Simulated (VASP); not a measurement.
Write the native input for VASP 6.6.1 that does the following.

- Task: single point
- Functional: PBE
- Potentials or basis: VASP PAW PBE potentials, release 64 (Al, O)
- Cutoff: 520 eV
- k mesh: 7 × 7 × 7
- Occupations: gaussian, width 0.011 eV
- Spin: no spin polarisation
- Further INCAR settings: ALGO = Normal; EDIFF = 1e-06

The structure of Al2O3 (Corundum) lies in POSCAR:

```
Al2O3
1.0
    2.3802500000      1.3742379782      4.3318666667
   -2.3802500000      1.3742379782      4.3318666667
    0.0000000000     -2.7484759565      4.3318666667
Al O
4 6
Direct
    0.8521600000      0.8521600000      0.8521600000
    0.6478400000      0.6478400000      0.6478400000
    0.1478400000      0.1478400000      0.1478400000
    0.3521600000      0.3521600000      0.3521600000
    0.0566800000      0.7500000000      0.4433200000
    0.7500000000      0.4433200000      0.0566800000
    0.4433200000      0.0566800000      0.7500000000
    0.9433200000      0.2500000000      0.5566800000
    0.2500000000      0.5566800000      0.9433200000
    0.5566800000      0.9433200000      0.2500000000
```

One way to write it, as run:

INCAR

```
SYSTEM = Al2O3
ALGO = Normal ; EDIFF = 1E-6
ENCUT = 520 ; GGA = PE
ISIF = 2 ; ISMEAR = 0
LASPH = .TRUE. ; LCHARG = .FALSE.
LREAL = .FALSE. ; LWAVE = .FALSE.
NELM = 80 ; PREC = Accurate
SIGMA = 0.011
```

KPOINTS

```
k-points
0
G
  7 7 7
  0 0 0
```

Potentials or basis: VASP PAW PBE potentials, release 64 (Al, O).

Command:

```bash
$ cat potpaw_PBE.64/Al/POTCAR potpaw_PBE.64/O/POTCAR > POTCAR
$ mpirun -np 1 vasp_std > vasp.out
```

It gave:

```yaml
Pressure: 7.2 GPa
Largest_force: 0.027 eV/Å
Band_gap_on_the_k_mesh: 6.22 eV, direct
```

Caveat: an odd mesh through Γ misses points on the zone boundary, where band edges often lie.

Wall time 110 s on 1 thread of Intel(R) Xeon(R) 6975P-C (Granite Rapids), with other jobs on the host, peak memory 0.27 GiB.
